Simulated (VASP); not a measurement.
A run of VASP 6.6.1 is set up as follows.

Contents of INCAR:

```
SYSTEM = Hg
ALGO = Normal
EDIFF = 1E-6
ENCUT = 520
GGA = PS
ISIF = 2
ISMEAR = -1
LASPH = .TRUE.
LCHARG = .FALSE.
LREAL = .FALSE.
LWAVE = .FALSE.
NBANDS = 12
NELM = 100
PREC = Accurate
SIGMA = 0.15
```

The input KPOINTS:

```
k-points
0
G
  9 9 9
  0 0 0
```

The input POSCAR:

```
Hg
1.0
   -1.9014331727      1.9014331727      1.9420693854
    1.9014331727     -1.9014331727      1.9420693854
    1.9014331727      1.9014331727     -1.9420693854
Hg
1
Direct
    0.5000000000      0.5000000000      0.0000000000
```

Potentials or basis: VASP PAW PBE potentials, release 64 (Hg).

Command:

```sh
$ cat potpaw_PBE.64/Hg/POTCAR > POTCAR
$ mpirun -np 1 vasp_std > vasp.out
```

Task: Estimate the band gap on the k mesh.

Result: None (metal or under the smearing width).

Task: What does it give for the pressure?

Result: -3.0 GPa.

Caveat: the PAW data sets were made with another functional, which shifts forces and pressure a little. The run has no spin-orbit coupling, so splittings on Hg are missing.
